**Gap, volume and bulk modulus of hexagonal SnSe along a ladder of methods**

The table holds the band gap, volume per atom, bulk modulus and rough time of a hypothetical four-atom P6₃mc cell of SnSe from PM6, PM7, GFN1-xTB, GFN2-xTB, PBE in several bases and settings, r2SCAN and GLLB-SC, without spin or spin-orbit coupling; the gaps are all taken on the r2SCAN cell. The program compares class means of the gap with a line in the logarithm of time, finds how far each k mesh or cluster lies from the PBE band edges, relates the cluster gaps to the Sn charge, and tests the Murnaghan scaling B ∝ V⁻⁴ from the PBE row. The gaps group by Hamiltonian (residual 0.29 eV with five constants against 1.29 eV with two), the 2×2×2 cluster passes the valence top at 0.413 Å⁻¹, and one line in the charge misfits GFN2 by 0.83 eV. The scaling gives the r2SCAN modulus to 0.3%, falls 5.4% short for DZVP and 31.9% short for SZV, each relative to the tabulated value, and puts the PBE pressure at the r2SCAN volume 0.91 GPa below that of the coarse run.

SnSe (P6₃mc, 4-atom cell) by semi-empirical, tight-binding and density-functional methods, without spin polarisation or spin-orbit coupling. Gaps and times are from single points on the r2SCAN-relaxed cell, volumes from each method's relaxation or else its energy curve, and moduli at fixed cell shape. The coarse PBE run uses a 260 eV cutoff and a 3×3×2 k mesh.

## Script

```python
# Table: hexagonal SnSe (P6_3mc); gap, volume, bulk modulus, rough time from PM6/PM7, GFN-xTB, PBE (several
# bases), r2SCAN, GLLB-SC, several programs, r2SCAN cell, no spin-orbit. Tested: gap by class or by cost,
# missed k points, gap against charge, Murnaghan scaling of modulus with volume.
T = {
    'rung_name': ['PM7', 'PM6', 'GFN1-xTB tblite', 'PBE coarse-settings', 'GFN2-xTB tblite', 'PBE SZV', 'PBE', 'PBE sz-orbitals', 'PBE DZVP', 'r2SCAN', 'GLLB-SC'],
    'rung_kind': ['semi-empirical', 'semi-empirical', 'tight binding', 'low cutoff and mesh', 'tight binding', 'small basis', 'semilocal', 'small basis', 'small basis', 'semilocal', 'model potential'],
    'rung_band_gap': [6.307, 5.096, 2.42, 0.877, 3.031, 0.962, 0.874, 0.93, 0.884, 1.002, 1.486],  # eV
    'rung_volume_per_atom': [None, None, None, None, None, 37.96, 35.04, None, 35.63, 34.42, None],  # angstrom^3
    'rung_bulk_modulus': [None, None, None, None, None, 38.4, 36.0, None, 35.6, 38.8, None],  # GPa
    'rung_atoms_computed': [32, 32, 32, 4, 32, 4, 4, 4, 4, 4, 4],
    'cost': [0.8, 1, 1, 3, 4, 9, 10, 10, 20, 30, 100],  # s
}
import numpy as np
from scipy import constants as C
from scipy.stats import spearmanr
nm = T['rung_name']; g = np.array(T['rung_band_gap'], float); t = np.array(T['cost'], float)
G = dict(zip(nm, g)); V = dict(zip(nm, T['rung_volume_per_atom'])); B = dict(zip(nm, T['rung_bulk_modulus']))
cl = np.array([n[:2] if n.startswith('PM') else n[:3] for n in nm])
mean = np.array([g[cl == c].mean() for c in cl])
p = np.polyfit(np.log10(t), g, 1); rc = g - np.polyval(p, np.log10(t)); rm = g - mean
print('gap (eV), rounding 0.0005: gap, minus PBE, ratio to PBE, residual class mean, residual log-time line')
for i, n in enumerate(nm):
    print(f"{n:20s} {g[i]:.3f} {g[i]-G['PBE']:+.3f} {g[i]/G['PBE']:.2f} {rm[i]:+.3f} {rc[i]:+.3f}")
print(f"rms: class means (5 constants) {np.std(rm):.2f} eV; log-time line (2 constants) {np.std(rc):.2f} eV, slope {p[0]:.2f} eV/decade")
pb = cl == 'PBE'; dft = np.array(T['rung_atoms_computed']) == 4
print(f"rank correlation gap-time: all {spearmanr(t, g)[0]:+.2f}, 4-atom DFT {spearmanr(t[dft], g[dft])[0]:+.2f}, PBE rows {spearmanr(t[pb], g[pb])[0]:+.2f}")
print(f"five PBE rows: gap spread {np.ptp(g[pb]):.3f} eV over a factor {t[pb].max()/t[pb].min():.0f} in time; all rows {np.ptp(g):.2f} eV")
# cell edges, shortest contact, band edges, charges and stress typed from further outputs of the same runs
a, c, d = 5.075, 6.174, 2.798
lat = a/np.sqrt(3); dl = np.hypot(lat, c/2 - d)
print(f"cell: c/a {c/a:.3f} (ideal wurtzite {np.sqrt(8/3):.3f}), volume {np.sqrt(3)/2*a*a*c/4:.2f} A^3/atom, lateral limit {lat:.3f} A")
print(f"deduced Sn-Se contacts: 1 at {d:.3f}, 3 at {dl:.3f}, 1 at {c-d:.3f} A")
e2 = C.e/(4*np.pi*C.epsilon_0*1e-10); h2m = C.hbar**2/(2*C.m_e*1e-20*C.e)
print(f"bare Coulomb scale e^2/d: about {e2/d:.0f} eV; PM6, PM7 above PBE {G['PM6']-G['PBE']:.2f}, {G['PM7']-G['PBE']:.2f} eV")
R = 2*np.pi*np.linalg.inv(np.array([[a, 0, 0], [-a/2, a*np.sqrt(3)/2, 0], [0, 0, c]])).T
H = np.array([1/3, 1/3, 0.5]); kc = np.array([0.28125, 0.28125, 0.5])
def dist(k, m):
    P = np.array(np.meshgrid(*[np.arange(-n, n+1)/n for n in m])).reshape(3, -1).T
    return np.linalg.norm((P - k) @ R, axis=1).min()
print('distance (1/A) of nearest zone-centred mesh point to the coarse-PBE valence top H and conduction bottom')
for m in [(2, 2, 2), (3, 3, 2), (5, 5, 5), (6, 6, 4)]:
    print(f"  {m[0]}x{m[1]}x{m[2]}: {dist(H, m):.3f}  {dist(kc, m):.3f}")
E0 = h2m*dist(H, (2, 2, 2))**2; g1, g2 = G['GFN1-xTB tblite'], G['GFN2-xTB tblite']
print(f"free-electron energy for the 2x2x2 miss of H: about {E0:.1f} eV")
print(f"pair mass needed if all GFN excess were sampling: GFN1 {E0/(g1-G['PBE']):.1f}, GFN2 {E0/(g2-G['PBE']):.1f} electron masses")
print(f"coarse PBE: direct gap at H minus smallest gap {1000*(0.87978-0.87725):.1f} meV")
q = np.array([0.695, 0.4654, 0.09827, 0.3511]); y = np.array([G['PM7'], G['PM6'], g1, g2])
s = np.polyfit(q, y, 1); r = y - np.polyval(s, q)
print(f"gap against Sn charge, one line: slope {s[0]:.1f} eV/e; residuals PM7 {r[0]:+.2f} PM6 {r[1]:+.2f} GFN1 {r[2]:+.2f} GFN2 {r[3]:+.2f} eV")
print(f"PM7-PM6: gap {y[0]-y[1]:+.3f} eV, charge {q[0]-q[1]:+.3f} e, slope {(y[0]-y[1])/(q[0]-q[1]):.1f}; top {-8.202+8.127:+.3f}, bottom {-1.895+3.031:+.3f} eV")
print(f"GFN2-GFN1: gap {g2-g1:+.3f} eV, charge {q[3]-q[2]:+.3f} e, slope {(g2-g1)/(q[3]-q[2]):.1f}; top {-9.933+9.659:+.3f}, bottom {-6.902+7.240:+.3f} eV")
Bp = 4.0  # typical pressure derivative of the modulus, rough recalled value, not fitted
V0, B0 = V['PBE'], B['PBE']; ex = {}
print('modulus from PBE by B ~ V^-4: volume change %, B change %, model GPa, table GPa, model error %, implied exponent')
for n in ['r2SCAN', 'PBE DZVP', 'PBE SZV']:
    f = lambda b, b0, v, v0: -np.log(b/b0)/np.log(v/v0)
    ex[n] = f(B[n], B0, V[n], V0)
    rg = [f(B[n]+i*0.05, B0-i*0.05, V[n]+j*0.005, V0-j*0.005) for i in (-1, 1) for j in (-1, 1)]
    m = B0*(V0/V[n])**Bp
    print(f"  {n:9s} {100*(V[n]/V0-1):+.1f} {100*(B[n]/B0-1):+.1f} {m:.1f} {B[n]:.1f} {100*(m/B[n]-1):+.1f} {ex[n]:+.2f} (rounding {min(rg):+.2f} to {max(rg):+.2f})")
print(f"against r2SCAN volume: PBE {100*(V0/V['r2SCAN']-1):+.1f} %, DZVP {100*(V['PBE DZVP']/V['r2SCAN']-1):+.1f} %, SZV {100*(V['PBE SZV']/V['r2SCAN']-1):+.1f} %")
P = B0/Bp*((V0/V['r2SCAN'])**Bp - 1); Pc = 1.581
print(f"PBE pressure at the r2SCAN volume, Murnaghan: {P:.2f} GPa; coarse run {Pc:.2f} GPa, difference {Pc-P:.2f} GPa")
print(f"volume implied by the coarse pressure {V['r2SCAN']*(1+Bp*Pc/B0)**(1/Bp):.2f} A^3/atom, PBE row {V0:.2f}")
print(f"coarse stress along c minus along a: {4.409-0.167:.2f} GPa; GFN1, GFN2 pressure -9.46, -9.39 GPa")
print(f"r2SCAN gap minus SZV gap {G['r2SCAN']-G['PBE SZV']:.3f} eV; GLLB-SC minus r2SCAN {G['GLLB-SC']-G['r2SCAN']:.3f} eV")
assert g[cl == 'PM'].min() > g[cl == 'GFN'].max() and min(g1, g2) > G['GLLB-SC'] > G['r2SCAN'] > g[pb].max()
assert np.ptp(g[pb]) < 0.1
assert 3 < ex['r2SCAN'] < 6 and ex['PBE SZV'] < 0
assert lat > d and dist(H, (2, 2, 2)) > 0.1
```

Printed output:

```
gap (eV), rounding 0.0005: gap, minus PBE, ratio to PBE, residual class mean, residual log-time line
PM7                  6.307 +5.433 7.22 +0.606 +2.360
PM6                  5.096 +4.222 5.83 -0.606 +1.343
GFN1-xTB tblite      2.420 +1.546 2.77 -0.306 -1.333
PBE coarse-settings  0.877 +0.003 1.00 -0.028 -1.923
GFN2-xTB tblite      3.031 +2.157 3.47 +0.305 +0.481
PBE SZV              0.962 +0.088 1.10 +0.057 -0.884
PBE                  0.874 +0.000 1.00 -0.031 -0.881
PBE sz-orbitals      0.930 +0.056 1.06 +0.025 -0.825
PBE DZVP             0.884 +0.010 1.01 -0.021 -0.269
r2SCAN               1.002 +0.128 1.15 +0.000 +0.201
GLLB-SC              1.486 +0.612 1.70 +0.000 +1.730
rms: class means (5 constants) 0.29 eV; log-time line (2 constants) 1.29 eV, slope -2.00 eV/decade
rank correlation gap-time: all -0.51, 4-atom DFT +0.63, PBE rows -0.05
five PBE rows: gap spread 0.088 eV over a factor 7 in time; all rows 5.43 eV
cell: c/a 1.217 (ideal wurtzite 1.633), volume 34.43 A^3/atom, lateral limit 2.930 A
deduced Sn-Se contacts: 1 at 2.798, 3 at 2.944, 1 at 3.376 A
bare Coulomb scale e^2/d: about 5 eV; PM6, PM7 above PBE 4.22, 5.43 eV
distance (1/A) of nearest zone-centred mesh point to the coarse-PBE valence top H and conduction bottom
  2x2x2: 0.413  0.366
  3x3x2: 0.000  0.129
  5x5x5: 0.194  0.182
  6x6x4: 0.000  0.129
free-electron energy for the 2x2x2 miss of H: about 0.6 eV
pair mass needed if all GFN excess were sampling: GFN1 0.4, GFN2 0.3 electron masses
coarse PBE: direct gap at H minus smallest gap 2.5 meV
gap against Sn charge, one line: slope 6.9 eV/e; residuals PM7 +0.08 PM6 +0.45 GFN1 +0.30 GFN2 -0.83 eV
PM7-PM6: gap +1.211 eV, charge +0.230 e, slope 5.3; top -0.075, bottom +1.136 eV
GFN2-GFN1: gap +0.611 eV, charge +0.253 e, slope 2.4; top -0.274, bottom +0.338 eV
modulus from PBE by B ~ V^-4: volume change %, B change %, model GPa, table GPa, model error %, implied exponent
  r2SCAN    -1.8 +7.8 38.7 38.8 -0.3 +4.20 (rounding +3.98 to +4.42)
  PBE DZVP  +1.7 -1.1 33.7 35.6 -5.4 +0.67 (rounding +0.49 to +0.85)
  PBE SZV   +8.3 +6.7 26.1 38.4 -31.9 -0.81 (rounding -0.84 to -0.77)
against r2SCAN volume: PBE +1.8 %, DZVP +3.5 %, SZV +10.3 %
PBE pressure at the r2SCAN volume, Murnaghan: 0.67 GPa; coarse run 1.58 GPa, difference 0.91 GPa
volume implied by the coarse pressure 35.84 A^3/atom, PBE row 35.04
coarse stress along c minus along a: 4.24 GPa; GFN1, GFN2 pressure -9.46, -9.39 GPa
r2SCAN gap minus SZV gap 0.040 eV; GLLB-SC minus r2SCAN 0.484 eV
```
